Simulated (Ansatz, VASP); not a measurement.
**One calculation of Sb, two programs**

```
CELL_PARAMETERS angstrom
3.35453 0.00000 0.00000
-1.67727 2.90511 0.00000
0.00000 0.00000 5.47016
ATOMIC_POSITIONS crystal
Sb 0.66667 0.33333 0.75000
Sb 0.33333 0.66667 0.25000
```

This isn't the form of Sb at room conditions, which is rhombohedral.

Alike in both runs: task single point; functional PBE; k mesh 9 × 9 × 5; occupations gaussian, width 0.029 eV; no spin polarisation.

|  | VASP | Ansatz |
| --- | --- | --- |
| version | VASP 6.6.1 | Ansatz 0.2.0 |
| potentials or method | VASP PAW PBE potentials, release 64 (Sb) | Ansatz PAW |
| plane-wave cutoff (eV) | 520 | 420 |
| valence electrons in the cell | 10 | 30 |

Ansatz gave:

- gap on the k mesh at the Fermi level (eV): none
- pressure (GPa): 1.5
- largest component of the traceless stress (GPa): 0.31

Question: What did VASP give for the same quantities?

Answer: gap on the k mesh at the Fermi level (eV): none; pressure (GPa): 1.3; largest component of the traceless stress (GPa): 0.33.

A gap of «none» marks a metal or a gap that the smearing closes. The two sets of potentials don't hold the same shells in valence.

The runs have no spin-orbit coupling, so splittings on Sb are missing.
